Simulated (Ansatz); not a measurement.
Runs of Ansatz 0.2.0 on LiF (Griceite). The structure is cubic, space group Fm-3m (No. 225). The conventional cell has a = 4.028 Å, b = 4.028 Å, c = 4.028 Å, α = 90.00°, β = 90.00°, γ = 90.00°. F (site symmetry m-3m) is surrounded by 6 Li at 2.01 Å. Around Li (site symmetry m-3m) lie 6 F at 2.01 Å. 

```tsv
task	level	potentials or basis	cell	k mesh	cutoff (eV)	smearing	driver	delta	eos	gap on the mesh (eV)	pressure (GPa)
phonons	LDA	PseudoDojo standard	as given	7 × 7 × 7	1143	fermi-dirac 0.15 eV	calculator	0.02	-	8.86	(b)
single point	PBE	Ansatz PAW soft_1	as given	11 × 11 × 11	420	fermi-dirac 0.05 eV	-	-	-	9.09	2.1
electric field gradients	PBE	Ansatz PAW earlier set	as given	11 × 11 × 11	1050	gaussian 0.05 eV	-	-	-	9.07	(a)
relaxation of cell and atoms	r2SCAN+D3(BJ)	JTH PAW LDA	relaxed	11 × 11 × 11	1500	fermi-dirac 0.025 eV	-	-	-	10.45	0.0
```

Alike in all rows: no spin polarisation.

Q: Estimate the missing entries.

A: (a) 2.0; (b) -6.6.

Caveats: odd divisions of the mesh miss points on the zone boundary, where band edges often lie, so the gap on the mesh can be too wide (some runs); the cell is more than 3 GPa from zero pressure, which shifts response properties (some runs); the plane-wave basis is chosen anew once the cell has moved, so the energies of steps on either side of that aren't comparable (some runs); the PAW data sets were made with another functional, which shifts forces and pressure a little (some runs).

A k mesh can miss the band edges.

Not every run made on this cell is shown here.
